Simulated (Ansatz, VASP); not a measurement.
**Na: VASP beside Ansatz**

```xyz
2
Lattice="3.7245 0.0000 0.0000 -1.8622 3.2255 0.0000 0.0000 0.0000 6.0515" Properties=species:S:1:pos:R:3 pbc="T T T"
Na    0.0000    2.1503    1.5129
Na    1.8622    1.0752    4.5386
```

Alike in both runs: functional PBEsol; k mesh 12 × 12 × 8; occupations fermi-dirac, width 0.1 eV; no spin polarisation.

Ansatz relaxed the structure, and its values are those at the end. VASP's run is a single point on that final structure, the one shown.

|  | VASP | Ansatz |
| --- | --- | --- |
| version | VASP 6.6.1 | Ansatz 0.2.0 |
| potentials or method | VASP PAW PBE potentials, release 64 (Na_pv) | PAW with Ansatz's default frozen-core files, scalar-relativistic |
| plane-wave cutoff (eV) | 520 | 420 |
| valence electrons in the cell | 14 | 18 |

```tsv
	VASP	Ansatz	Ansatz less VASP
pressure (GPa)	0.0	0.0	-0.02
```

With one functional, cell and mesh, what is left measures potentials, basis and numerics. The two sets of potentials don't hold the same shells in valence.

Caveats: the PAW data sets were made with another functional, which shifts forces and pressure a little (VASP).
